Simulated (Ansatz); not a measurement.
# Structural energy differences of vanadium

The calculation used DFT, BLYP, plane waves (420 eV) with PAW, scalar-relativistic in Ansatz 0.2.0. (PAW data from PBE, frozen cores regenerated.)

Each structure is relaxed within its own symmetry, so a high-lying one may be dynamically unstable.

```
        structure  ΔE (meV/atom)  V (Å³/atom)                                    cell     magnetic state
              bcc              0        13.86                             a = 3.027 Å  spin not included
              A15             50        14.11                             a = 4.833 Å  spin not included
omega (AlB2-type)            114        14.09  a = 4.509 Å, c = 2.401 Å (c/a = 0.532)  spin not included
             dhcp            217        14.28  a = 2.631 Å, c = 9.530 Å (c/a = 3.622)  spin not included
              hcp            228        14.29  a = 2.624 Å, c = 4.790 Å (c/a = 1.825)  spin not included
              fcc            233        14.32                             a = 3.855 Å  spin not included
     simple cubic            692        15.19                             a = 2.476 Å  spin not included
          diamond           2004        19.80                             a = 5.411 Å  spin not included
```

ΔE counts from bcc.

Differences under about 8 meV lie within the error of the k-point mesh.
